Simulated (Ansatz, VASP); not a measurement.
# BP: VASP beside Ansatz

The input INCAR:

```
SYSTEM = BP
ALGO     = Normal         ! electronic algorithm
EDIFF    = 1E-6           ! SCF threshold, eV
ENCUT    = 520            ! plane-wave cutoff, eV
GGA      = PE             ! functional
ISIF     = 2              ! what is computed and relaxed
ISMEAR   = -1             ! smearing method
LASPH    = .TRUE.         ! aspherical terms in the spheres
LCHARG   = .TRUE.         ! write CHGCAR
LELF     = .TRUE.         ! ELF
LREAL    = .FALSE.        ! projectors in reciprocal space
LVHAR    = .TRUE.       
LWAVE    = .FALSE.        ! write WAVECAR
NBANDS   = 11             ! bands
NELM     = 60             ! most SCF steps
PREC     = Accurate       ! precision mode
SIGMA    = 0.05           ! smearing width, eV
```

File KPOINTS:

```
k-points
0
G
  8 8 8
  0 0 0
```

POSCAR

```
BP
1.0
    0.0000000000      2.2690000000      2.2690000000
    2.2690000000      0.0000000000      2.2690000000
    2.2690000000      2.2690000000      0.0000000000
P B
1 1
Direct
    0.7500000000      0.7500000000      0.7500000000
    0.0000000000      0.0000000000      0.0000000000
```

The input input.yaml:

```yaml
crystal:
  lattice:
    - [0.0, 2.269, 2.269]
    - [2.269, 0.0, 2.269]
    - [2.269, 2.269, 0.0]
  atoms:
    - { symbol: P, position: [0.75, 0.75, 0.75] }
    - { symbol: B, position: [0.0, 0.0, 0.0] }
kpoints:
  mp_grid: { grid: [8, 8, 8] }
scf:
  occupations: { method: fermi_dirac, width: 0.05 }
hamiltonian:
  xc: pbe
  pseudopotentials: { kind: all_electron, datasets: crystal }
output:
  forces: true
  stress: true
  eigenvalues: true
  elf: true
  volumetric_format: npy
```

Alike in both runs: task single point; functional PBE; k mesh 8 × 8 × 8; occupations fermi-dirac, width 0.05 eV; no spin polarisation.

|  | VASP | Ansatz |
| --- | --- | --- |
| version | VASP 6.6.1 | Ansatz 0.2.0 |
| potentials or method | VASP PAW PBE potentials, release 64 (P, B) | all-electron PAW datasets made for the crystal |
| plane-wave cutoff (eV) | 520 | see its input |

Ansatz gave:

* gap on the k mesh at the Fermi level (eV): 1.28
* least direct gap on the mesh (eV): 3.41
* pressure (GPa): 1.1

Task: Which values does VASP return?

Result: gap on the k mesh at the Fermi level (eV): 1.27; least direct gap on the mesh (eV): 3.40; pressure (GPa): 0.9.

Ansatz ran all-electron here, so the differences hold the error of VASP's frozen core and of both bases.

A k mesh can miss the band edges.
